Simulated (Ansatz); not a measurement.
# Hf in Ansatz: the effect of functional

The system is Hf.

```
Hf
1.0
     3.19670    0.00000    0.00000
    -1.59835    2.76842    0.00000
     0.00000    0.00000    5.05780
Hf
2
Direct
  0.66667 0.33333 0.75000
  0.33333 0.66667 0.25000
```

Alike in all runs:

* Program: Ansatz 0.2.0
* Task: band structure
* Potentials or basis: all-electron LAPW, scalar-relativistic
* Cutoff: 213 eV
* Basis error allowed: 0.001 eV/atom
* k mesh: 10 × 10 × 5
* Occupations: fermi-dirac, width 0.05 eV
* Spin: no spin polarisation

Q: One run gave: pressure 0.6 GPa. Which functional did it use?
A. revPBE
B. LDA
C. RPBE
D. PBE
E. PBEsol

A: D.

```csv
functional,pressure (GPa)
PBE,0.6
revPBE,2.7
LDA,-7.8
PBEsol,-3.9
BLYP,3.4
RPBE,3.5
```

Not every run made on this cell is shown here.
